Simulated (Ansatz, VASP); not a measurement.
MgO: VASP beside Ansatz

File INCAR:

```
PREC = Accurate
ENCUT = 520
EDIFF = 1E-6
ISMEAR = -1
SIGMA = 0.02
LREAL = F
LASPH = T
NELM = 80
ALGO = Normal
ISIF = 2
LWAVE = F
LCHARG = F
GGA = PE
NBANDS = 11
```

File KPOINTS:

```
regular mesh
0
Gamma
  10 10 10
```

Contents of POSCAR:

```
MgO
1.0
    2.7807500762      0.0000000000      0.0000000000
    0.0000000000      2.7807500762      0.0000000000
    0.0000000000      0.0000000000      2.7807500762
Mg O
1 1
Direct
    0.0000000000      0.0000000000      0.0000000000
    0.5000000000      0.5000000000      0.5000000000
```

Input for Ansatz:

```yaml
crystal:
  lattice:
    - [2.7807500762, 0.0, 0.0]
    - [0.0, 2.7807500762, 0.0]
    - [0.0, 0.0, 2.7807500762]
  atoms:
    - { symbol: Mg, position: [0.0, 0.0, 0.0] }
    - { symbol: O, position: [0.5, 0.5, 0.5] }
kpoints:
  mp_grid: { grid: [10, 10, 10] }
  band_path:
    path: [[0.0, 0.0, 0.0], [0.0, 0.5, 0.0], [0.5, 0.5, 0.0], [0.5, 0.5, 0.5]]
    npoints: 1
hamiltonian:
  xc: pbe
scf:
  occupations: { method: fermi_dirac, width: 0.02 }
  n_extra_bands: 4
output:
  forces: true
  stress: true
  eigenvalues: true
```

Change from the starting cell: hydrostatic strain +6.0%.

Alike in both runs: task single point; functional PBE; k mesh 10 × 10 × 10; occupations fermi-dirac, width 0.02 eV; no spin polarisation.

```csv
,VASP,Ansatz
version,VASP 6.6.1,Ansatz 0.2.0
potentials or method,"VASP PAW PBE potentials, release 64 (Mg, O)","plane waves, PAW"
plane-wave cutoff (eV),520,420
valence electrons in the cell,8,16
```

VASP gave:

| Quantity | Value |
| --- | --- |
| gap on the k mesh at the Fermi level (eV) | 1.21 |
| pressure (GPa) | -14.6 |

Problem. Estimate Ansatz's values.

Solution. gap on the k mesh at the Fermi level (eV): 1.23; pressure (GPa): -14.1.

The two sets of potentials don't hold the same shells in valence.

A k mesh can miss the band edges.
